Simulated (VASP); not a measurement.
# MnF2 (R-3m) in VASP: further runs

The runs below take MnF2 through single point, with LDA+U.

All numbers are computed with VASP 6.6.1; they aren't measurements. Logs are shortened: lines on timing, memory, paths and dates and some standing lists are left out, and cuts for length are marked.

### Step 1. The structure

The structure is trigonal, space group R-3m (No. 166). Conventional cell: a = 3.174 Å, b = 3.174 Å, c = 14.393 Å, α = 90.00°, β = 90.00°, γ = 120.00°. Around Mn (site symmetry -3m) lie 6 F at 2.17 Å. F (site symmetry 3m) is surrounded by 3 Mn at 2.17 Å.

The cell was built by a generator and needn't be a form met in nature.

### Step 2. Single point, LDA+U, collinear spin, ferromagnetic start

Contents of INCAR:

```
SYSTEM = MnF2
ALGO = Normal
EDIFF = 1E-6
ENCUT = 520
ISIF = 2
ISMEAR = 0
ISPIN = 2
LASPH = .True.
LCHARG = .False.
LDAU = .True.
LDAUJ = 0 0
LDAUL = 2 -1
LDAUPRINT = 1
LDAUTYPE = 2
LDAUU = 7 0
LMAXMIX = 4
LORBIT = 11
LREAL = .False.
LWAVE = .False.
MAGMOM = 4 0 0
NELM = 120
NUPDOWN = 0
PREC = Accurate
SIGMA = 0.05
```

Contents of KPOINTS:

```
k-points
0
Gamma
  7 7 7
  0 0 0
```

Contents of POSCAR:

```
MnF2
1.0
    1.5868133000      0.9161470900      4.7975342500
   -1.5868133000      0.9161470900      4.7975342500
    0.0000000000     -1.8322941800      4.7975342500
Mn F
1 2
Direct
    0.0000000000      0.0000000000      0.0000000000
    0.2520000000      0.2520000000      0.2520000000
    0.7480000000      0.7480000000      0.7480000000
```

Potentials or basis: VASP PAW LDA potentials, release 64 (Mn_pv, F).

The run is started by

```sh
$ cat potpaw_LDA.64/Mn_pv/POTCAR potpaw_LDA.64/F/POTCAR > POTCAR
$ mpirun -np 1 vasp_std > vasp.out
```

OUTCAR:

```text
SYSTEM = MnF2
   EDIFF = 1E-6
   ENCUT = 520
   ISIF = 2
   ISMEAR = 0
   ISPIN = 2
   LASPH = .True.
   LORBIT = 11
   LREAL = .False.
   NELM = 120
   NUPDOWN = 0
   PREC = Accurate

 ion  position               nearest neighbor table
   1  0.000  0.000  0.000-   3 2.17   3 2.17   2 2.17   2 2.17   3 2.17   2 2.17
   2  0.252  0.252  0.252-   1 2.17   1 2.17   1 2.17
   3  0.748  0.748  0.748-   1 2.17   1 2.17   1 2.17

  LATTYP: Found a trigonal (rhomboedric) cell.
 ALAT       =     5.1355269272
 COS(alpha) =     0.8090535270

  Lattice vectors:

 A1 = (   1.5868133000,   0.9161470900,   4.7975342500)
 A2 = (  -1.5868133000,   0.9161470900,   4.7975342500)
 A3 = (   0.0000000000,  -1.8322941800,   4.7975342500)

Analysis of symmetry for initial positions (statically):
=====================================================================
 Subroutine PRICEL returns:
 Original cell was already a primitive cell.

 Routine SETGRP: Setting up the symmetry group for a
 trigonal (rhombohedral) supercell.

 Subroutine GETGRP returns: Found 12 space group operations
 (whereof 12 operations were pure point group operations)
 out of a pool of 12 trial point group operations.

The static configuration has the point symmetry D_3d.

Analysis of symmetry for dynamics (positions and initial velocities):
=====================================================================
 Subroutine PRICEL returns:
 Original cell was already a primitive cell.

 Routine SETGRP: Setting up the symmetry group for a
 trigonal (rhombohedral) supercell.

 Subroutine GETGRP returns: Found 12 space group operations
 (whereof 12 operations were pure point group operations)
 out of a pool of 12 trial point group operations.

The dynamic configuration has the point symmetry D_3d.

Analysis of structural, dynamic, and magnetic symmetry:
=====================================================================
 Subroutine PRICEL returns:
 Original cell was already a primitive cell.

 Routine SETGRP: Setting up the symmetry group for a
 trigonal (rhombohedral) supercell.

 Subroutine GETGRP returns: Found 12 space group operations
 (whereof 12 operations were pure point group operations)
 out of a pool of 12 trial point group operations.

The overall configuration has the point symmetry D_3d.

 Subroutine INISYM returns: Found 12 space group operations
 (whereof 12 operations are pure point group operations),
 and found     1 'primitive' translations

----------------------------------------------------------------------------------------

                                     Primitive cell

  volume of cell :      41.8466

  direct lattice vectors                    reciprocal lattice vectors
     1.586813300  0.916147090  4.797534250     0.315096930  0.181921297  0.069480136
    -1.586813300  0.916147090  4.797534250    -0.315096930  0.181921297  0.069480136
     0.000000000 -1.832294180  4.797534250     0.000000000 -0.363842594  0.069480136

  length of vectors
     5.135526927  5.135526927  5.135526929     0.370417228  0.370417228  0.370417227

  position of ions in fractional coordinates (direct lattice)
     0.000000000  0.000000000  0.000000000
     0.252000000  0.252000000  0.252000000
     0.748000000  0.748000000  0.748000000

  ion indices of the primitive-cell ions
   primitive index   ion index
                 1           1
                 2           2
                 3           3

----------------------------------------------------------------------------------------

 KPOINTS: k-points

Automatic generation of k-mesh.
 Grid dimensions read from file:
 generate k-points for:    7    7    7
[... 78 lines left out ...]
   EFERMI =   0.00;   METHOD = LEGACY
   ISMEAR =     0;   SIGMA  =   0.05  broadening in eV -4-tet -1-fermi 0-gaus
   EFERMI_NEDOS =   21; number of points for ismear=-14 and -15
   IALGO  =     38    algorithm
   IMIX   =      4    mixing-type and parameters
     AMIX     =   0.40;   BMIX     =  1.00
     AMIX_MAG =   1.60;   BMIX_MAG =  1.00
  volume/ion in A,a.u.               =      13.95        94.13
  Fermi-wavevector in a.u.,A,eV,Ry     =   1.414629  2.673262 27.227651  2.001176
  Thomas-Fermi vector in A             =   2.536152
   LORBIT       =     11    0 simple, 1 ext, 2 COOP (PROOUT), +10 PAW based schemes
 LDA+U is selected, type is set to LDAUTYPE =  2
   angular momentum for each species LDAUL =     2   -1
   U (eV)           for each species LDAUU =   7.0  0.0
   J (eV)           for each species LDAUJ =   0.0  0.0
   GGA     = CA    functional components
   LHFCALC =     F    Hartree Fock is set to
   AEXX    =    0.0000 exact exchange contribution
   IVDW    =     0    specifies the selected vdW correction
   LEPSILON=     F    determine dielectric tensor
   LRPA    =     F    only Hartree local field effects (RPA)
 spin polarized calculation
 Gauss-broadening in eV      SIGMA  =   0.05
  energy-cutoff  :      520.00
  volume of cell :       41.85
 maximum number of plane-waves:      1144
 NGX is ok and might be reduce to    40
   NGX = 19   NGY = 19   NGZ = 19

 number of electron      27.0000000 magnetization       4.0000000

 number of electron      27.0000001 magnetization      -0.0429294

 Free energy of the ion-electron system (eV)
  ---------------------------------------------------
  ext. energy  EPLUGINS =         0.00000000
  ---------------------------------------------------
  free energy    TOTEN  =        -8.58593156 eV

  energy without entropy =       -8.57655099  energy(sigma->0) =       -8.58124127

atom =   1  type =  1  l = 2

 onsite density matrix

spin component  1

  0.3491 -0.0000 -0.0000 -0.4159 -0.0000
 -0.0000  0.6550 -0.0000 -0.0000 -0.4159
 -0.0000 -0.0000  0.4684  0.0000  0.0000
 -0.4159 -0.0000  0.0000  0.6550 -0.0000
 -0.0000 -0.4159  0.0000 -0.0000  0.3491

spin component  2

  0.7229 -0.0000  0.0000  0.1940 -0.0000
 -0.0000  0.0844  0.0000  0.0000  0.1940
  0.0000  0.0000  0.9434 -0.0000  0.0000
  0.1940  0.0000 -0.0000  0.0844 -0.0000
 -0.0000  0.1940  0.0000 -0.0000  0.7229

 occupancies and eigenvectors

  o =  0.0301  v =  0.0000  0.0000  0.0000  0.0000  0.0000  0.2696  0.0000 -0.0000 -0.9630  0.0000      0.0000  0.0000  0.0000  0.0000  0.0000  0.0000  0.0000  0.0000  0.0000  0.0000
  o =  0.0301  v =  0.0000  0.0000  0.0000  0.0000  0.0000  0.0000  0.9630  0.0000  0.0000 -0.2696      0.0000  0.0000  0.0000  0.0000  0.0000  0.0000  0.0000  0.0000  0.0000  0.0000
  o =  0.0589  v = -0.8201  0.0000 -0.0000 -0.5722 -0.0000  0.0000  0.0000  0.0000  0.0000  0.0000      0.0000  0.0000  0.0000  0.0000  0.0000  0.0000  0.0000  0.0000  0.0000  0.0000
  o =  0.0589  v =  0.0000  0.5722 -0.0000  0.0000  0.8201  0.0000  0.0000  0.0000  0.0000  0.0000      0.0000  0.0000  0.0000  0.0000  0.0000  0.0000  0.0000  0.0000  0.0000  0.0000
  o =  0.4684  v =  0.0000 -0.0000 -1.0000  0.0000  0.0000  0.0000  0.0000  0.0000  0.0000  0.0000      0.0000  0.0000  0.0000  0.0000  0.0000  0.0000  0.0000  0.0000  0.0000  0.0000
  o =  0.7772  v =  0.0000  0.0000  0.0000  0.0000  0.0000 -0.9630  0.0000 -0.0000 -0.2696  0.0000      0.0000  0.0000  0.0000  0.0000  0.0000  0.0000  0.0000  0.0000  0.0000  0.0000
  o =  0.7772  v =  0.0000  0.0000  0.0000  0.0000  0.0000  0.0000  0.2696 -0.0000  0.0000  0.9630      0.0000  0.0000  0.0000  0.0000  0.0000  0.0000  0.0000  0.0000  0.0000  0.0000
  o =  0.9434  v =  0.0000  0.0000  0.0000  0.0000  0.0000  0.0000 -0.0000 -1.0000  0.0000 -0.0000      0.0000  0.0000  0.0000  0.0000  0.0000  0.0000  0.0000  0.0000  0.0000  0.0000
  o =  0.9452  v =  0.5722  0.0000 -0.0000 -0.8201 -0.0000  0.0000  0.0000  0.0000  0.0000  0.0000      0.0000  0.0000  0.0000  0.0000  0.0000  0.0000  0.0000  0.0000  0.0000  0.0000
  o =  0.9452  v =  0.0000 -0.8201  0.0000  0.0000  0.5722  0.0000  0.0000  0.0000  0.0000  0.0000      0.0000  0.0000  0.0000  0.0000  0.0000  0.0000  0.0000  0.0000  0.0000  0.0000

 number of electron      27.0000001 magnetization      -0.0000000

 Free energy of the ion-electron system (eV)
  ---------------------------------------------------
  ext. energy  EPLUGINS =         0.00000000
  ---------------------------------------------------
  free energy    TOTEN  =       -13.73573840 eV

  energy without entropy =      -13.71907911  energy(sigma->0) =      -13.72740876

 E-fermi :   0.5027     XC(G=0): -10.1535

 val. band max:        2.4274907052   @ k =  -0.2857   0.2857   0.2857
 cond. band min:       0.5087235283   @ k =   0.4286   0.1429   0.1429
 fundamental gap:     -1.9187671769
 Fermi energy:         2.4276737866

 spin component 1

 k-point     1 :       0.0000    0.0000    0.0000
  band No.  band energies     occupation
      1     -45.6821      1.00000
      2     -45.3441      1.00000
      3     -45.3441      1.00000
      4     -21.7892      1.00000
      5     -21.2710      1.00000
      6      -4.8627      1.00000
[... 1049 lines left out ...]
     18       9.3608      0.00000
     19      13.5581      0.00000

 [... further k-points ...]
[... 5 lines left out ...]
  --------------------------------------------------------------------------------------
  -------------------------------------------------------------------------------------
  Total       -3.0497042     -3.0497042     -4.6199847      0.0000000      0.0000000     -0.0000000
  in kB     -116.7637200   -116.7637211   -176.8848961      0.0000000      0.0000000     -0.0000000
  external PRESSURE =    -136.8041124 kB  Pullay stress =       0.0000000 kB

 VOLUME and BASIS-vectors are now :
 -----------------------------------------------------------------------------
  energy-cutoff  :      520.00
  volume of cell :       41.85
      direct lattice vectors                 reciprocal lattice vectors
     1.586813300  0.916147090  4.797534250     0.315096930  0.181921297  0.069480136
    -1.586813300  0.916147090  4.797534250    -0.315096930  0.181921297  0.069480136
     0.000000000 -1.832294180  4.797534250     0.000000000 -0.363842594  0.069480136

 POSITION                                       TOTAL-FORCE (eV/Angst)
 -----------------------------------------------------------------------------------
      0.00000      0.00000      0.00000         0.000000      0.000000     -0.000000
      0.00000      0.00000      3.62694        -0.000000     -0.000000      1.696642
      0.00000      0.00000     10.76567        -0.000000     -0.000000     -1.696642
 -----------------------------------------------------------------------------------
    total drift:                               -0.000000      0.000000     -0.000000

  FREE ENERGIE OF THE ION-ELECTRON SYSTEM (eV)
  ---------------------------------------------------
  free  energy   TOTEN  =       -13.7357384014 eV

  energy  without entropy=      -13.7190791142  energy(sigma->0) =      -13.72740876

 total charge

# of ion       s       p       d       tot
------------------------------------------
    1        0.166   6.136   5.014  11.315
    2        1.729   4.289   0.000   6.018
    3        1.729   4.289   0.000   6.018
--------------------------------------------------
tot          3.623  14.714   5.014  23.351

 magnetization (x)

# of ion       s       p       d       tot
------------------------------------------
    1        0.000  -0.001  -0.081  -0.082
    2       -0.002   0.029   0.000   0.027
    3       -0.002   0.029   0.000   0.027
--------------------------------------------------
tot         -0.004   0.057  -0.081  -0.028
```

It took 3.6 min on 1 thread of Intel Xeon 6975P-C (Granite Rapids), shared host; peak memory 0.24 GiB.

What came out:

```
Free energy                                           : -13.7357 eV
Pressure                                              : -13.7 GPa
Largest force                                         : 1.697 eV/Å
Net moment                                            : 0.00 μB per cell
Site moments                                          : Mn -0.08; F +0.03 μB
Valence electrons inside the program's atomic spheres : Mn 11.31; F 6.02
```

Forces on the atoms (eV/Å):
```
Mn   0.000  0.000  0.000
F    0.000  0.000  1.697
F    0.000  0.000 -1.697
```

Eigenvalues of the final occupation matrices:
```tsv
site	spin	trace	eigenvalues
site 1 d	1	2.48	0.06 0.06 0.47 0.95 0.95
site 1 d	2	2.56	0.03 0.03 0.78 0.78 0.94
```

Caveat: the moment is held away from its start; the total moment is fixed, so each spin has its own Fermi level; forces of over 1 eV/Å show positions far from the minimum, so gaps and moduli don't describe the material at rest.

### Step 3. Single point, LDA+U, collinear spin, ferromagnetic start

Contents of INCAR:

```
PREC     = Accurate       # precision mode
ENCUT    = 520            # plane-wave cutoff, eV
EDIFF    = 1E-6           # SCF threshold, eV
ISMEAR   = 0              # smearing method
SIGMA    = 0.05           # smearing width, eV
LREAL    = F              # projectors in reciprocal space
LASPH    = T              # aspherical terms in the spheres
NELM     = 120            # most SCF steps
ALGO     = Fast           # electronic algorithm
ISIF     = 2              # what is computed and relaxed
LWAVE    = F              # write WAVECAR
LCHARG   = F              # write CHGCAR
ISPIN    = 2              # spin polarisation
MAGMOM   = 4 0 0          # initial moments
LORBIT   = 11             # projections on sites
LMAXMIX  = 4              # l up to which the mixer works
LDAU     = T              # DFT+U
LDAUTYPE = 2            
LDAUL    = 2 -1           # shell
LDAUU    = 4 0            # U, eV
LDAUJ    = 0 0          
LDAUPRINT= 1            
GGA      = CA             # functional
```

Contents of KPOINTS:

```
Automatic mesh
0
Gamma
  7 7 7
```

POSCAR is that of step 2.

Potentials or basis: VASP PAW LDA potentials, release 64 (Mn_pv, F).

The run is started by

```sh
$ cat potpaw_LDA.64/Mn_pv/POTCAR potpaw_LDA.64/F/POTCAR > POTCAR
$ mpirun -np 1 vasp_std > vasp.out
```

Run time: 1.8 min. Hardware: 1 thread of Intel Xeon 6975P-C (Granite Rapids), shared host; peak memory 0.24 GiB.

It converged, with:

- Free energy: -19.4670 eV
- Pressure: -7.8 GPa
- Largest force: 1.352 eV/Å
- Band gap on the k mesh: 2.93 eV, indirect (least direct gap 2.97 eV)
- Net moment: 5.00 μB per cell
- Site moments: Mn +4.64; F +0.07 μB
- Valence electrons inside the program's atomic spheres: Mn 11.26; F 6.04

Forces on the atoms (eV/Å):
```
Mn   0.000  0.000  0.000
F    0.000  0.000  1.352
F    0.000  0.000 -1.352
```

Stress tensor (GPa, compression positive):
```
 -4.61   0.00   0.00
  0.00  -4.61   0.00
  0.00   0.00 -14.19
```

Levels at points of the mesh, in eV from the valence-band top:
Spin up:
```
           k point  band 12  band 13  band 14  band 15  band 16  band 17  band 18  band 19
(0.00, 0.00, 0.00)    -2.07    -2.07    -1.32    -0.03    -0.03     2.93     8.17    11.86
```
Spin down:
| k point | band 8 | band 9 | band 10 | band 11 | band 12 | band 13 | band 14 | band 15 |
| --- | --- | --- | --- | --- | --- | --- | --- | --- |
| (0.00, 0.00, 0.00) | -3.16 | -2.44 | -2.44 | -2.10 | 3.71 | 5.24 | 5.24 | 5.40 |

Eigenvalues of the final occupation matrices:
| site | spin | trace | eigenvalues |
| --- | --- | --- | --- |
| site 1 d | 1 | 4.79 | 0.94 0.94 0.95 0.98 0.98 |
| site 1 d | 2 | 0.17 | 0.01 0.02 0.02 0.06 0.06 |

Caveat: an odd mesh through Γ misses points on the zone boundary, where band edges often lie; a cell with one magnetic atom can't hold antiferromagnetic order, which such compounds often take; forces of over 1 eV/Å show positions far from the minimum, so gaps and moduli don't describe the material at rest.
